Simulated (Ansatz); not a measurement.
# CAM-B3LYP/STO-3G run of CHF3 (trifluoromethane)

What is the electronic atomisation energy of CHF3 (trifluoromethane) at CAM-B3LYP/STO-3G? 

The calculation is run with Ansatz 0.2.0.

40 further runs of the same task are left out: 6 that didn't finish, 34 set aside as unsound or not needed.

## (1) The system as given

CHF3: 5 atoms, total charge 0, spin state singlet. SMILES: `FC(F)F`. Geometry: relaxed at PBE0-D4/def2-TZVP.

Bond lengths: F1–C2 1.331 Å, C2–F3 1.331 Å, C2–F4 1.331 Å, C2–H5 1.093 Å. Angles: F1–C2–F3 108.5°, F1–C2–F4 108.5°, F3–C2–F4 108.5°, F1–C2–H5 110.4°, F3–C2–H5 110.4°, F4–C2–H5 110.4°.

## (2) The energy at CAM-B3LYP/STO-3G

Input file input.yaml:

```yaml
crystal:
  periodic: [false, false, false]
  atoms:
    - {symbol: F, position_ang: [-0.668650, -0.329700, 1.079190]}
    - {symbol: C, position_ang: [0.019500, 0.056360, 0.006820]}
    - {symbol: F, position_ang: [1.047350, -0.773770, -0.157470]}
    - {symbol: F, position_ang: [-0.772570, -0.035090, -1.059420]}
    - {symbol: H, position_ang: [0.374370, 1.082210, 0.130870]}
basis:
  gaussian: {orbitals: STO-3G}
hamiltonian: {xc: {name: CAM-B3LYP}}
accuracy: high
```

On the command line:

```console
$ ansatz run input.yaml --threads 1 --pin off --max-ram 3480MiB --events-out events.jsonl --progress --plain --runs-dir runs
```

Log:

```text
Warning: RAYON_NUM_THREADS=1 ignored (pool sized by the plan → 1); use --threads N
Functional definition: CAM-B3LYP
  name "CAM-B3LYP"
  parameter alpha = 0.19
  parameter beta = 0.46
  parameter omega = 0.33/bohr
  parameter ac = 0.81
  exchange = (1 - alpha - beta)*b88_x + beta*b88_x_sr(omega) + alpha*exact_x + beta*exact_x_lr(omega)
  correlation = (1 - ac)*vwn5_c + ac*lyp_c
392 factors; integrals over basis functions are off by at most 4.6e-8 eV
159 factors; integrals over basis functions are off by at most 5.4e-10 eV
mean field evaluation 1: about -9065.1673 eV, gradient 3.2e1 eV
mean field evaluation 2: about -9066.9350 eV, gradient 2.3e1 eV
mean field evaluation 4: about -9068.3235 eV, gradient 4.8e-2 eV
mean field evaluation 8: about -9068.3262 eV, gradient 2.4e-4 eV
mean field evaluation 16: about -9068.3262 eV, gradient 1.2e-8 eV
mean field -9068.32624134 eV, -333.2548426370 hartree, gradient 1.2e-8 eV, S^2 0.000000; 0 other end points of the search recorded, 0 dependent functions left out
reference -9068.32625008 eV, -333.2548429581 hartree; 17, 17 occupied and 4, 4 virtual orbitals, 392 factors
Total energy: -9068.32625008 eV, -333.2548429581 hartree
```

It took 1.1 s on 1 thread of Arm Neoverse V2, shared host; peak memory 0.098 GiB.

## (3) The C atom, same level

Input file in.yaml:

```yaml
crystal:
  periodic: [false, false, false]
  atoms:
    - symbol: C
      position_ang: [0.000000, 0.000000, 0.000000]
basis:
  gaussian:
    orbitals: STO-3G
accuracy: high
magnetization:
  spin_polarized: true
  initial_magnetization: 2
hamiltonian:
  xc: {name: CAM-B3LYP}
```

On the command line:

```console
$ ansatz run in.yaml --threads 1 --pin off --max-ram 3480MiB --events-out events.jsonl --progress --plain --runs-dir runs
```

Log, shortened:

```text
Warning: RAYON_NUM_THREADS=1 ignored (pool sized by the plan → 1); use --threads N
[... 8 set-up lines as earlier in the session ...]
15 factors; integrals over basis functions are off by at most 9.8e-10 eV
15 factors; integrals over basis functions are off by at most 3.6e-10 eV
mean field evaluation 1: about -1015.7381 eV, gradient 8.4e-13 eV
mean field evaluation 2: about -1015.7382 eV, gradient 4.1e-12 eV
mean field -1015.73822725 eV, -37.3276913595 hartree, gradient 0.0e0 eV, S^2 2.000000; 0 other end points of the search recorded, 0 dependent functions left out
reference -1015.73823360 eV, -37.3276915925 hartree; 4, 2 occupied and 1, 3 virtual orbitals, 15 factors
Total energy: -1015.73823360 eV, -37.3276915925 hartree
```

Wall time 0.18 s (1 thread of Arm Neoverse V2, shared host).

## (4) The F atom, same level

Input file run.yaml:

```yaml
crystal:
  periodic: [false, false, false]
  atoms:
    - {symbol: F, position_ang: [0.000000, 0.000000, 0.000000]}
basis:
  gaussian: {orbitals: STO-3G}
total_charge: 0
magnetization: {spin_polarized: true, initial_magnetization: 1}
hamiltonian: {xc: {name: CAM-B3LYP}}
accuracy: high
```

Run the same way, it converges to -98.23985 Eh (log not shown).

## (5) The H atom, same level

Input file job.yaml:

```yaml
basis:
  gaussian:
    orbitals: STO-3G
crystal:
  periodic: [false, false, false]
  atoms:
    - {symbol: H, position_ang: [0.000000, 0.000000, 0.000000]}
magnetization:
  spin_polarized: true
  initial_magnetization: 1
accuracy: high
hamiltonian:
  xc: {name: CAM-B3LYP}
```

Run the same way, it converges to -0.46260 Eh (log not shown).

## (6) Summary of results

At CAM-B3LYP/STO-3G:

| quantity | value |
| --- | --- |
| molecule: total energy | -333.25484 Eh |
| C atom: total energy | -37.32769 Eh |
| C atom: ⟨S²⟩ | 2.000 |
| F atom: total energy | -98.23985 Eh |
| F atom: ⟨S²⟩ | 0.750 |
| H atom: total energy | -0.46260 Eh |
| H atom: ⟨S²⟩ | 0.750 |
| electronic atomisation energy | 20.272 eV |

Taking the molecule apart into free atoms costs 20.27 eV (467 kcal/mol), before zero-point energy and without spin-orbit coupling. In a minimal basis such a difference can be off by several eV, whatever the method.
